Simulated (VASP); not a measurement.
# Settings for Ru: relaxation of the cell

Ru, P6_3/mmc (no. 194), 2 atoms in the cell. PBE; PAW potentials Ru_pv (PBE set). VASP 6.6.1. The cell is changed on purpose: volume scaled by 0.95.

Wanted: cell volume within 0.05 %; lattice lengths within 0.03 %; shortest distances from each atom, periodic images included within 0.002 Å.

What the run is for: cell; Accuracy asked: tight.

The series start from Plane-wave cutoff (eV): 360; Smearing width (eV): 0.1; k-point mesh: 13 × 13 × 7; Relaxation passes: 2; Ionic threshold (EDIFFG): -0.005; Electronic threshold (eV): 1e-6; Precision mode (PREC): Accurate; Relaxation algorithm: IBRION=2 POTIM=0.5. Each series keeps the choices made before it, and each single choice may use up half of a tolerance. Times cover all steps of a run.

## Plane-wave cutoff (eV)

| Plane-wave cutoff (eV) | Cell volume (Å³) | Lattice lengths, largest deviation against the largest value | Shortest distances from each atom, periodic images included, largest deviation (Å) | Time (s) |
|---|---|---|---|---|
| 240 | 26.47 | 1.2 % | 0.0324 | 25 |
| 280 | 27.47 | 0.062 % | 0.0015 | 28 |
| 310 | 27.42 | 0.11 % | 0.0029 | 26 |
| 360 | 27.37 | 0.16 % | 0.0045 | 32 |
| 420 | 27.47 | 0.042 % | 0.0012 | 35 |
| 500 | 27.52 | 0.0054 % | 0.0002 | 37 |
| 620 (reference) | 27.52 | 0 % | 0.0000 | 58 |

Chosen: 500, the loosest value from which every tighter one stays within half of the tolerance.

## Smearing width (eV)

| Smearing width (eV) | Cell volume (Å³) | Lattice lengths, largest deviation against the largest value | Shortest distances from each atom, periodic images included, largest deviation (Å) | Time (s) |
|---|---|---|---|---|
| 0.4 | 27.53 | 0.035 % | 0.0003 | 38 |
| 0.3 | 27.53 | 0.045 % | 0.0005 | 39 |
| 0.2 | 27.52 | 0.031 % | 0.0004 | 40 |
| 0.15 | 27.52 | 0.028 % | 0.0004 | 39 |
| 0.1 | 27.52 | 0.015 % | 0.0002 | 37 |
| 0.05 (reference) | 27.52 | 0 % | 0.0000 | 37 |

Chosen: 0.1.

## k-point mesh

| k-point mesh | Cell volume (Å³) | Lattice lengths, largest deviation against the largest value | Shortest distances from each atom, periodic images included, largest deviation (Å) | Time (s) |
|---|---|---|---|---|
| 5 × 5 × 3 | 27.45 | 0.74 % | 0.0082 | 14 |
| 7 × 7 × 4 | 27.58 | 0.79 % | 0.0090 | 23 |
| 8 × 8 × 5 | 27.5 | 0.1 % | 0.0008 | 22 |
| 10 × 10 × 6 | 27.55 | 0.38 % | 0.0044 | 31 |
| 13 × 13 × 7 | 27.52 | 0.082 % | 0.0010 | 37 |
| 16 × 16 × 9 (reference) | 27.52 | 0 % | 0.0000 | 65 |

Chosen: 16 × 16 × 9; the next looser run is off by more than half of the tolerance, so convergence isn't shown beyond this value.

## Relaxation passes

| Relaxation passes | Cell volume (Å³) | Lattice lengths, largest deviation against the largest value | Shortest distances from each atom, periodic images included, largest deviation (Å) | Time (s) |
|---|---|---|---|---|
| 1 | 27.52 | 0.0054 % | 0.0001 | 52 |
| 2 | 27.52 | 0 % | 0.0000 | 65 |
| 3 (reference) | 27.52 | 0 % | 0.0000 | 73 |

Chosen: 1.

## Ionic threshold (EDIFFG)

| Ionic threshold (EDIFFG) | Cell volume (Å³) | Lattice lengths, largest deviation against the largest value | Shortest distances from each atom, periodic images included, largest deviation (Å) | Time (s) |
|---|---|---|---|---|
| -0.05 | 27.5 | 0.017 % | 0.0006 | 41 |
| -0.02 | 27.52 | 0.00093 % | 0.0000 | 52 |
| -0.01 | 27.52 | 0.00093 % | 0.0000 | 53 |
| -0.005 | 27.52 | 0.00093 % | 0.0000 | 52 |
| -0.002 (reference) | 27.52 | 0 % | 0.0000 | 63 |

Chosen: -0.02.

## Electronic threshold (eV)

| Electronic threshold (eV) | Cell volume (Å³) | Lattice lengths, largest deviation against the largest value | Shortest distances from each atom, periodic images included, largest deviation (Å) | Time (s) |
|---|---|---|---|---|
| 0.0001 | 27.5 | 0.018 % | 0.0005 | 38 |
| 1e-5 | 27.5 | 0.023 % | 0.0006 | 36 |
| 1e-6 | 27.52 | 0.0047 % | 0.0001 | 52 |
| 1e-7 (reference) | 27.52 | 0 % | 0.0000 | 58 |

Chosen: 1e-6.

## Precision mode (PREC)

| Precision mode (PREC) | Cell volume (Å³) | Lattice lengths, largest deviation against the largest value | Shortest distances from each atom, periodic images included, largest deviation (Å) | Time (s) |
|---|---|---|---|---|
| Normal | 27.52 | 0.0007 % | 0.0000 | 35 |
| Accurate (reference) | 27.52 | 0 % | 0.0000 | 52 |

Chosen: Normal.

## Relaxation algorithm

| Relaxation algorithm | Cell volume (Å³) | Lattice lengths, largest deviation against the largest value | Shortest distances from each atom, periodic images included, largest deviation (Å) | Time (s) |
|---|---|---|---|---|
| IBRION=2 POTIM=0.5 | 27.52 | 0 % | 0.0000 | 35 |
| IBRION=2 POTIM=0.2 | 27.52 | 0.035 % | 0.0005 | 22 |
| IBRION=1 POTIM=0.5 | 27.52 | 0.0068 % | 0.0001 | 28 |
| IBRION=1 POTIM=0.2 | 27.52 | 0.0072 % | 0.0001 | 20 |

Chosen: IBRION=1 POTIM=0.2, the fastest of those that stay within half of the tolerance.

## All choices together

| Input | Cell volume (Å³) | Lattice lengths, largest deviation against the largest value | Shortest distances from each atom, periodic images included, largest deviation (Å) | Time (s) |
|---|---|---|---|---|
| the program's defaults (naive) | 26.5 | 1.4 % | 0.0351 | 2.8 |
| chosen settings | 27.52 | 0.0056 % | 0.0001 | 20 |
| reference settings throughout | 27.52 | 0 % | 0.0000 | 130 |

The chosen settings stay within the tolerance of the reference run, but the reference itself isn't shown to be converged in: k-point mesh.

Values of the reference run: Lattice lengths: 2.722, 2.722, 4.287 Å; Shortest distances from each atom, periodic images included: 2.658, 2.658, 2.658, 2.658, 2.658, 2.658, 2.658, 2.658 Å.

## The input

INCAR.step1:
```
SYSTEM = Ru
ALGO = Normal
EDIFF = 1E-6
EDIFFG = -0.02
ENCUT = 500
GGA = PE
GGA_COMPAT = .False.
IBRION = 1
ISIF = 3
ISMEAR = 2
KPAR = 4
LASPH = .True.
LCHARG = .False.
LREAL = .False.
LWAVE = .False.
NELM = 120
NELMIN = 4
NSW = 80
POTIM = 0.2
PREC = Normal
SIGMA = 0.1
```

INCAR.step2, as INCAR.step1 but for:
```
- EDIFFG = -0.02
- IBRION = 1
- ISIF = 3
- NELMIN = 4
- NSW = 80
- POTIM = 0.2
+ ISIF = 2
```

KPOINTS:
```
Automatic mesh
0
Gamma
  16 16 9
  0 0 0
```

POSCAR.step1:
```
Ru
1.0
    2.6599301216      0.0000000000      0.0000000000
   -1.3299650608      2.3035670577      0.0000000000
    0.0000000000      0.0000000000      4.2093114007
Ru
2
Direct
    0.6666666667      0.3333333333      0.7500000000
    0.3333333333      0.6666666667      0.2500000000
```

Commands (each step's output is kept before the next begins):
```
cat potpaw_PBE.64/Ru_pv/POTCAR > POTCAR
cp INCAR.step1 INCAR
cp POSCAR.step1 POSCAR
mpirun -np 4 vasp_std > vasp.out
cp CONTCAR POSCAR
cp INCAR.step2 INCAR
mpirun -np 4 vasp_std > vasp.out
```

The chosen input took VASP 6.6.1 20 s on 4 cores (AMD EPYC 9R45 (Zen 5)), a shared host.

## An input that fails: cell relaxed at a low cutoff

VASP's message: Orbital orthonormalization failed in the inversion of matrix LAPACK: Routine ZPOTRF failed! kpoint: 1 spin: 1 Possible solutions for this issue are: - Please check whether the atoms are too close to each other. - Decreasing POTIM might help during relaxations or MDs. - Deleting CHGCAR or WAVECAR if incompatible with the structure. - Try calculating without symmetrizing (ISYM = 0 or ISYM = -1). ….

Changes against the starting input:
```
(all steps)
- PREC = Accurate
- NELM = 120
- ENCUT = 360
+ PREC = Low
+ NELM = 72
+ ENCUT = 170
```
